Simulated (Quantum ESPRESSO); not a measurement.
**Ti: phonons at H under several settings**

```
Ti
1.0
    -1.64100    1.64100    1.64100
     1.64100   -1.64100    1.64100
     1.64100    1.64100   -1.64100
Ti
1
Cartesian
  0.0000 0.0000 0.0000
```

This isn't the form of Ti at room conditions, which is hcp.

All runs used Quantum ESPRESSO 7.5; relaxed cell; no spin polarisation.

```csv
level,potentials,k mesh (s: shifted),cutoff (eV),occupations,volume (Å³/atom),frequencies (cm⁻¹)
PBEsol,GBRV 1.5 PBEsol,11 × 11 × 11,612,"methfessel-paxton, width 0.136 eV",?,?
PBE,JTH 2.0 PBE,14 × 14 × 14,490,"gaussian, width 0.2 eV",17.36,211 211 211
```

**Question.** What stands in the row left open?

**Answer.** Volume 16.49 Å³/atom; frequencies 141i 141i 141i cm⁻¹.

Values marked i are imaginary: the cell is unstable against those modes at that level, or the meshes are too thin.

Caveats: some modes are imaginary (some runs); the q point doesn't lie on the k mesh, which can shift a metal's frequencies strongly unless the mesh is converged (some runs); the cutoff is low for these files, which shifts pressure and relaxed volume (some runs).

For the row left open. Caveat: some modes are imaginary; the q point doesn't lie on the k mesh, which can shift a metal's frequencies strongly unless the mesh is converged.
